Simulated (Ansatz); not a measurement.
CaF$_{2}$ (fluorite)

```yaml
crystal:
  lattice:
    - [0.00000, 2.71957, 2.71957]
    - [2.71957, 0.00000, 2.71957]
    - [2.71957, 2.71957, 0.00000]
  atoms:
    - { symbol: Ca, position: [0.00000, 0.00000, 0.00000] }
    - { symbol: F, position: [0.25000, 0.25000, 0.25000] }
    - { symbol: F, position: [0.75000, 0.75000, 0.75000] }
```

Scan: atom 3 (F, nearest neighbour Ca at 2.355 Å; its periodic images, 3.8 Å or more away, move with it) is displaced along Cartesian [111], direction (0.577, 0.577, 0.577) in Cartesian axes, by s. The other atoms stay.

Calculation: r2SCAN (plane waves to 500 eV, PAW, scalar-relativistic; Ansatz, a first-principles code). k mesh 9×9×9 (Γ-centred), Fermi-Dirac smearing 0.05 eV. The energy includes the smearing's −TS. CaF2 was relaxed with its symmetry unable to fall. ΔE is measured from the undisplaced structure.

Successive frames, forces in eV/Å:

```csv
frame,ΔE (meV/cell),F on Ca1,F on F2,F on F3
s = 0.144 Å,59.3,"(0.295, 0.295, 0.295)","(0.215, 0.215, 0.215)","(-0.510, -0.510, -0.510)"
s = 0.096 Å,25.1,"(0.174, 0.174, 0.174)","(0.142, 0.142, 0.142)","(-0.316, -0.316, -0.316)"
s = 0.048 Å,6.0,"(0.077, 0.077, 0.077)","(0.071, 0.071, 0.071)","(-0.148, -0.148, -0.148)"
s = 0.000 Å,0.0,"(0.000, 0.000, 0.000)","(0.000, 0.000, 0.000)","(0.000, 0.000, 0.000)"
```

### Question
What are the energy and the forces in the next frame, s = -0.048 Å?

### Answer
ΔE (meV/cell) = 5.5.

| atom | Fx | Fy | Fz |
|---|---|---|---|
| Ca1 | -0.061 | -0.061 | -0.061 |
| F2 | -0.069 | -0.069 | -0.069 |
| F3 | 0.130 | 0.130 | 0.130 |

(A displaced cell: forces are minus the slopes of the energy, force constants its curvatures, and phonons follow from these.)
